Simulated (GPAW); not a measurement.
Ti3Al:

```xyz
4
Lattice="2.9275 0.0000 0.0000 -1.4638 2.5353 0.0000 0.0000 0.0000 9.2264" Properties=species:S:1:pos:R:3 pbc="T T T"
Ti    0.0000    1.6902    2.3011
Ti    0.0000    1.6902    6.9253
Ti    1.4638    0.8451    0.0000
Al    1.4638    0.8451    4.6132
```

The cell comes from a database or a generator and needn't be the stable form of this composition.

| Quantity | Value |
| --- | --- |
| Program | GPAW 26.7.0 |
| Task | relaxation of cell and atoms |
| Functional | PBEsol |
| Dispersion | D3(BJ) |
| Potentials or basis | PAW data sets generated in the run's folder for this functional |
| Cutoff | 600 eV |
| Basis | pw |
| k mesh | 8 × 8 × 2 |
| Occupations | fermi-dirac, width 0.05 eV |
| Spin | no spin polarisation |

At the start: pressure -8.7 GPa; volume 17.12 Å³/atom.

**Question.** Where does the relaxation end?

**Answer.** Over 6 steps the energy falls by 32.2 meV/atom and the volume is 15.81 Å³/atom (-7.6 %); space group P-6m2 (No. 187, to 0.05 Å).

Step by step:
```csv
step,energy change (eV),largest force (eV/Å),pressure (GPa),volume (Å³)
1,0.0000,0.0649,-8.68,68.48
2,-0.0323,0.0545,-7.72,67.80
3,-0.1277,0.0342,0.58,63.00
4,-0.1290,0.0242,-0.05,63.31
5,-0.1290,0.0215,-0.03,63.30
6,-0.1288,0.0083,0.02,63.26
```

Final structure:
```
CELL_PARAMETERS angstrom
2.85082 0.00000 0.00000
-1.42541 2.46889 0.00000
0.00000 0.00000 8.98776
ATOMIC_POSITIONS crystal
Ti 0.33333 0.66667 0.24913
Ti 0.33333 0.66667 0.75087
Ti 0.66667 0.33333 0.00000
Al 0.66667 0.33333 0.50000
```

Caveat: later steps reuse the first step's grids; pairwise dispersion overbinds metals, which lowers pressure and volume.
